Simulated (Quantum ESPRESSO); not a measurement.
A calculation with Quantum ESPRESSO 7.5 of Pd (native input, structure typed inline):

Contents of pw.in:

```
&CONTROL
  calculation = 'scf'
  prefix = 'pwscf'
  outdir = './tmp'
  pseudo_dir = './pseudo'
  tprnfor = .true.
  tstress = .true.
  disk_io = 'low'
/
&SYSTEM
  ibrav = 0
  nat = 1
  ntyp = 1
  ecutwfc = 45
  ecutrho = 360
  nbnd = 14
  occupations = 'smearing'
  smearing = 'fd'
  degauss = 0.00367493
/
&ELECTRONS
  conv_thr = 2d-10
  electron_maxstep = 120
  mixing_beta = 0.5
/
ATOMIC_SPECIES
Pd   106.4200 pd_pbesol_v1.4.uspp.F.UPF
CELL_PARAMETERS angstrom
  -1.5722810000    1.5722810000    1.5722810000
   1.5722810000   -1.5722810000    1.5722810000
   1.5722810000    1.5722810000   -1.5722810000
ATOMIC_POSITIONS crystal
Pd     0.0000000000    0.0000000000    0.0000000000
K_POINTS automatic
12 12 12 0 0 0
```

pp_density.in

```
&INPUTPP
  prefix = 'pwscf'
  outdir = './tmp'
  filplot = 'density.dat'
  plot_num = 0
/
&PLOT
  nfile = 1
  filepp(1) = 'density.dat'
  iflag = 3
  output_format = 6
  fileout = 'density.cube'
/
```

The input pp_potential.in:

```
&INPUTPP
  prefix = 'pwscf'
  outdir = './tmp'
  filplot = 'potential.dat'
  plot_num = 11
/
&PLOT
  nfile = 1
  filepp(1) = 'potential.dat'
  iflag = 3
  output_format = 6
  fileout = 'potential.cube'
/
```

Potentials or basis: GBRV 1.5 PBEsol.

Command:

```console
$ OMP_NUM_THREADS=1 mpirun -n 2 pw.x -nk 2 -in pw.in > pw.out
$ OMP_NUM_THREADS=1 mpirun -n 1 pp.x -in pp_density.in > pp_density.out
$ OMP_NUM_THREADS=1 mpirun -n 1 pp.x -in pp_potential.in > pp_potential.out
```

This isn't the form of Pd at room conditions, which is fcc.

**Question.** Write the same calculation in another form: ASE script, structure from a P1 CIF.

**Answer.** As run:

File run.py:

```python
import numpy as np
from ase.calculators.espresso import Espresso, EspressoProfile
from ase.io import read

atoms = read('Pd.cif')

input_data = {
    'control': {'calculation': 'scf', 'prefix': 'pwscf', 'outdir': './tmp', 'tprnfor': True, 'tstress': True, 'disk_io': 'nowf'},
    'system': {'ecutwfc': 45.0, 'ecutrho': 360.0, 'nbnd': 14, 'occupations': 'smearing', 'smearing': 'fd', 'degauss': 0.00367493},
    'electrons': {'conv_thr': 2e-10, 'electron_maxstep': 120, 'mixing_beta': 0.5},
}
pseudopotentials = {'Pd': 'pd_pbesol_v1.4.uspp.F.UPF'}
profile = EspressoProfile(command='mpirun -n 2 pw.x -nk 2', pseudo_dir='pseudo')
dft = Espresso(profile=profile, input_data=input_data, pseudopotentials=pseudopotentials, kpts=(12, 12, 12), koffset=(0, 0, 0))
atoms.calc = dft

print(f'energy {atoms.get_potential_energy():.8f} eV')
print('forces (eV/A)')
print(np.round(atoms.get_forces(), 6))
print('stress (eV/A^3, Voigt)')
print(np.round(atoms.get_stress(), 8))
print(f'Fermi level {dft.get_fermi_level():.4f} eV')
```

Contents of Pd.cif:

```cif
data_Pd
_cell_length_a 2.72327058
_cell_length_b 2.72327058
_cell_length_c 2.72327058
_cell_angle_alpha 109.47122063
_cell_angle_beta 109.47122063
_cell_angle_gamma 109.47122063
_space_group_name_H-M_alt 'P1'
_space_group_name_Hall 'P 1'
_space_group_IT_number 1
loop_
_space_group_symop_operation_xyz
'x,y,z'
loop_
_atom_site_label
_atom_site_type_symbol
_atom_site_symmetry_multiplicity
_atom_site_Wyckoff_symbol
_atom_site_fract_x
_atom_site_fract_y
_atom_site_fract_z
_atom_site_occupancy
Pd1 Pd 1 a 0.0000000000 0.0000000000 0.0000000000 1
```

Potentials or basis: GBRV 1.5 PBEsol.

The run is started by

```console
$ OMP_NUM_THREADS=1 python run.py
```

Both were run:

|  | native input, structure typed inline | ASE script, structure from a P1 CIF |
| --- | --- | --- |
| Pressure | -9.7 GPa | -9.7 GPa |
| Band gap on the k mesh | none (metal or under the smearing width) | none (metal or under the smearing width) |

Keys that steer only the numerical path or the files written may differ.
